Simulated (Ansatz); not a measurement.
Space group I4/mmm (No. 139). a = 3.509 Å, b = 3.509 Å, c = 4.335 Å, α = 90.00°, β = 90.00°, γ = 90.00°
```
atom site symmetry x y z
  Sn    2a     4/mmm  0.0000  0.0000  0.0000
```

Equation of state of this Sn structure (not necessarily the ground state), with shape and atoms relaxed at each volume where symmetry leaves them free. It has no gap at any of these volumes. Level of theory: DFT PBE+D3(BJ), scalar-relativistic, plane waves, PAW (Ansatz).

Cutoff 420 eV; k points 16×16×16 on the computed 1-atom cell (Γ-centred); Gaussian smearing, width 0.10 eV; no spin polarisation.

```tsv
V (Å³/atom)	E − E(largest V) (meV/atom)	P (GPa)
23.486	37.65	8.53
24.287	2.31	5.68
25.087	-19.72	3.26
25.888	-32.56	1.71
26.689	-36.63	0.00
27.489	-32.93	-1.44
28.290	-22.63	-2.68
29.358	0.00	-4.06
```

Question: Fit a third-order Birch–Murnaghan equation to E(V).

Answer: V0 = 26.68 Å³/atom, B0 = 51 GPa, B0' = 3.8.

This form isn't the element's structure at ambient conditions.